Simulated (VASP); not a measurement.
# TaSi₂: molecular dynamics with a thermostat

TaSi₂, P6_222 (no. 180), 9 atoms in the cell. PBE, molecular dynamics; PAW potentials Ta, Si (PBE set).

Ensemble: Nose-Hoover chain; Target temperature (K): 1000.

## Input

INCAR:
```
SYSTEM = TaSi2
GGA = PE
PREC = Normal
ENCUT = 250
EDIFF = 1E-6
NELMIN = 4
NELM = 60
ALGO = Fast
LREAL = Auto
LASPH = .True.
ISMEAR = -1
SIGMA = 0.05
ISYM = 0
LWAVE = .False.
LCHARG = .False.
IBRION = 0
NSW = 60
POTIM = 2.0
TEBEG = 1000
ISIF = 2
RANDOM_SEED = 934827 0 0
MDALGO = 4
NHC_NCHAINS = 3
NHC_PERIOD = 30
KPAR = 2
```

KPOINTS:
```
k-points
0
Gamma
  3 3 2
```

POSCAR:
```
TaSi2
1.0
    4.7800000000      0.0000000000      0.0000000000
   -2.3900000000      4.1396014301      0.0000000000
    0.0000000000      0.0000000000      6.5640000000
Ta Si
3 6
Direct
    0.0000000000      0.5000000000      0.1666666667
    0.5000000000      0.5000000000      0.8333333333
    0.5000000000      0.0000000000      0.5000000000
    0.3333000000      0.1666500000      0.1666666667
    0.1666500000      0.8333500000      0.8333333333
    0.8333500000      0.6667000000      0.5000000000
    0.6667000000      0.8333500000      0.1666666667
    0.8333500000      0.1666500000      0.8333333333
    0.1666500000      0.3333000000      0.5000000000
```

Commands:
```
cat potpaw_PBE.64/Ta/POTCAR potpaw_PBE.64/Si/POTCAR > POTCAR
mpirun -np 2 vasp_std > vasp.out
```

## Result

- Mean temperature (K): 674
- Rise of the mean potential energy above the start (meV/atom): 69.9
- Electronic steps per ionic step after the first: 4.1

Course of the run:

| Time (fs) | Temperature (K) | Potential energy less the first (meV/atom) |
|---|---|---|
| 2 | 993 | 0.0 |
| 12 | 691 | 35.1 |
| 20 | 338 | 76.5 |
| 30 | 243 | 88.9 |
| 38 | 484 | 64.0 |
| 48 | 799 | 37.0 |
| 56 | 836 | 43.1 |
| 66 | 781 | 61.6 |
| 74 | 826 | 65.6 |
| 84 | 817 | 76.9 |
| 92 | 631 | 104.4 |
| 102 | 459 | 129.3 |
| 110 | 660 | 110.1 |
| 120 | 1203 | 55.2 |

REPORT:
```
MDALGO =   4
           NHC_NCHAINS =   3
            NHC_PERIOD =    30
            NHC_NRESPA =    1
                NHC_NS =  1
               SCALING =       0
                 CNEXP =     9.000   14.000
           RANDOM_SEED =            934827                0                0

   original number of atomic DOF:         24
   number of independent constraints:      0
   number of active DOF:                  24

========================================
         MD step No.       1
========================================

  Atomic velocities initialized by STEP_tb

  >Nose-Hoover_chains
                       xs       vs(fs^-1)
   nhc_s>  -0.91512983E-06  -0.18300707E-05
   nhc_s>  -0.13889371E-03  -0.27779703E-03
   nhc_s>  -0.13888889E-03  -0.27773919E-03

  >Energies
                    E_tot             E_pot             E_kin               EPS                ES
   e_b>   -0.71092412E+02   -0.72119685E+02    0.10272749E+01    0.23947985E-04   -0.25830244E-04

  >Temperature
               T_sim     T_inst
   tmprt>   1000.000    993.413

           RANDOM_SEED =            934827               54                0

[... steps left out ...]

========================================
         MD step No.      60
========================================

  >Nose-Hoover_chains
                       xs       vs(fs^-1)
   nhc_s>  -0.49944113E+00  -0.30869625E-02
   nhc_s>   0.16095362E+01   0.27937679E-01
   nhc_s>  -0.52717098E+00   0.21513071E-01

  >Energies
                    E_tot             E_pot             E_kin               EPS                ES
   e_b>   -0.71090519E+02   -0.71622838E+02    0.12436470E+01    0.22833093E+00   -0.93965886E+00

  >Temperature
               T_sim     T_inst
   tmprt>   1000.000   1202.653

           RANDOM_SEED =            934827               54                0
```

OSZICAR:
```
N       E                     dE             d eps       ncg     rms          rms(c)
DAV:   1     0.411521209708E+02    0.41152E+02   -0.10168E+04   480   0.753E+02
DAV:   2    -0.692746113700E+02   -0.11043E+03   -0.10808E+03   616   0.147E+02
DAV:   3    -0.743996502109E+02   -0.51250E+01   -0.50142E+01   640   0.304E+01
DAV:   4    -0.744828869789E+02   -0.83237E-01   -0.82794E-01   632   0.459E+00
DAV:   5    -0.744849410207E+02   -0.20540E-02   -0.20536E-02   648   0.613E-01    0.354E+01
RMM:   6    -0.723724543095E+02    0.21125E+01   -0.57513E+00   490   0.907E+00    0.181E+01
RMM:   7    -0.722493219982E+02    0.12313E+00   -0.46084E+00   490   0.804E+00    0.163E+00
RMM:   8    -0.721141039345E+02    0.13522E+00   -0.61740E-01   480   0.356E+00    0.157E+00
RMM:   9    -0.721210438658E+02   -0.69399E-02   -0.90200E-02   502   0.131E+00    0.515E-01
RMM:  10    -0.721238331445E+02   -0.27893E-02   -0.69874E-02   516   0.948E-01    0.275E-01
RMM:  11    -0.721200068354E+02    0.38263E-02   -0.94178E-03   480   0.435E-01    0.150E-01
RMM:  12    -0.721195589113E+02    0.44792E-03   -0.66274E-03   485   0.284E-01    0.492E-02
[... left out ...]
     58 T=   984. E= -.71082537E+02 F= -.71426258E+02 E0= -.71404584E+02  EK= 0.10248E+01 SP= -.93E+00 SK= 0.25E+00
     59 T=  1098. E= -.71082656E+02 F= -.71529260E+02 E0= -.71507196E+02  EK= 0.11426E+01 SP= -.93E+00 SK= 0.24E+00
[... last step whole ...]
       N       E                     dE             d eps       ncg     rms          rms(c)
DAV:   1    -0.716228175536E+02   -0.93558E-01   -0.28216E-02   920   0.145E+00    0.242E-02
RMM:   2    -0.716228346397E+02   -0.17086E-04   -0.30003E-04   480   0.106E-01    0.927E-03
RMM:   3    -0.716228374072E+02   -0.27675E-05   -0.30480E-05   490   0.283E-02    0.810E-03
RMM:   4    -0.716228378682E+02   -0.46093E-06   -0.62481E-06   393   0.113E-02
     60 T=  1203. E= -.71082993E+02 F= -.71622838E+02 E0= -.71600921E+02  EK= 0.12512E+01 SP= -.94E+00 SK= 0.23E+00
```

Limits: 120 fs of 9 atoms are too short for converged averages; the cell is only 4.1 Å across, so each atom moves in step with near copies of itself.

VASP 6.6.1 took 325 s on 2 cores (Intel Xeon Platinum 8375C @ 2.90GHz (Ice Lake)), a shared host.
